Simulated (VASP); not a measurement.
# Mg: single point with PBEsol

Mg:

```
Mg
1.0
    -0.04489    2.21721    2.21721
     2.21721   -0.04489    2.21721
     2.21721    2.21721   -0.04489
Mg
1
Direct
  0.00000 0.00000 0.00000
```

The cell isn't the ideal one: strained and moved within a subgroup.

- Program: VASP 6.6.1
- Task: single point
- Functional: PBEsol
- Potentials or basis: VASP PAW PBE potentials, release 64 (Mg)
- Cutoff: 520 eV
- k mesh: 15 × 15 × 15
- Occupations: gaussian, width 0.1 eV
- Spin: no spin polarisation
- Dipole correction: no
- Further INCAR settings: ALGO = Normal; EDIFF = 1e-06; NBANDS = 7

```yaml
Pressure: 0.3 GPa
Band_gap_on_the_k_mesh: none (metal or under the smearing width)
```

Stress tensor (GPa, compression positive):
```
0.34 0.52 0.52
0.52 0.34 0.52
0.52 0.52 0.34
```

Levels at points of the mesh, in eV from the Fermi level:
```
           k point  band 1  band 2  band 3  band 4  band 5
(0.00, 0.00, 0.00)   -6.98   12.25   12.25   13.04   14.26
```

Run time: 16 s on 1 thread of Intel(R) Xeon(R) Platinum 8488C (Sapphire Rapids), on a shared host, peak memory 0.17 GiB.

Caveat: the PAW data sets were made with another functional, which shifts forces and pressure a little.
